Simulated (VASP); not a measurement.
Here is a VASP 6.6.1 calculation.

Contents of INCAR:

```
PREC = Accurate
ENCUT = 520
EDIFF = 1E-6
ISMEAR = 0
SIGMA = 0.15
LREAL = Auto
LASPH = True
NELM = 80
ALGO = Normal
ISIF = 2
LWAVE = False
LCHARG = False
GGA = PE
IVDW = 12
NBANDS = 70
```

File KPOINTS:

```
regular mesh
0
Gamma
  1 1 1
```

File POSCAR:

```
Al32H
1.0
    8.1000000000      0.0000000000      0.0000000000
    0.0000000000      8.1000000000      0.0000000000
    0.0000000000      0.0000000000      8.1000000000
Al H
32 1
Direct
    0.5052443210     -0.0084886420     -0.0034380247
    0.7456658025      0.2481175309     -0.0019322222
    0.7612741975      0.0088083951      0.2388619753
    0.0023818519     -0.0089427160     -0.0022467901
    0.2689148148      0.2275275309      0.0186186420
    0.5057019753      0.4939119753     -0.0026085185
    0.7446564198      0.7513262963     -0.0044183951
    0.2465870370     -0.0086834568      0.2549108642
    0.5052528395      0.2501158025      0.2547003704
    0.7451354321      0.4920339506      0.2549983951
    0.4876079012      0.0088680247      0.5125276543
    0.7454350617      0.2501149383      0.4948819753
    0.7452238272     -0.0086828395      0.7535462963
   -0.0186355556      0.5156193827      0.0187704938
    0.2486470370      0.7512655556     -0.0023700000
    0.0020667901      0.2481170370      0.2544693827
    0.2487835802      0.4942101235      0.2545172840
    0.4869200000      0.7343945679      0.2380527160
    0.0035712346     -0.0084882716      0.4948904938
    0.2483965432      0.2489885185      0.4929058025
    0.5049371605      0.4931340741      0.4951962963
    0.7620788889      0.7343980247      0.5132120988
    0.2481549383     -0.0103430864      0.7519792593
    0.5072295062      0.2489883951      0.7517377778
    0.7456158025      0.4942108642      0.7513506173
    0.0045528395      0.7513267901      0.2554776543
    0.0027418519      0.4939130864      0.4944304938
    0.2467820988      0.7508133333      0.4946066667
   -0.0184834568      0.2275274074      0.7312201235
    0.2688666667      0.5151503704      0.7312677778
    0.5055274074      0.7508135802      0.7533520988
    0.0025033333      0.7512676543      0.7514858025
    0.6162037037      0.8713782716      0.3839271605
```

Potentials or basis: VASP PAW PBE potentials, release 64 (Al, H).

The run is started by

```bash
$ cat potpaw_PBE.64/Al/POTCAR potpaw_PBE.64/H/POTCAR > POTCAR
$ mpirun -np 1 vasp_gam > vasp.out
```

(1) What does it give for the pressure?

(2) Estimate the largest force.

## Answers

(1) -5.9 GPa.

(2) 0.233 eV/Å.
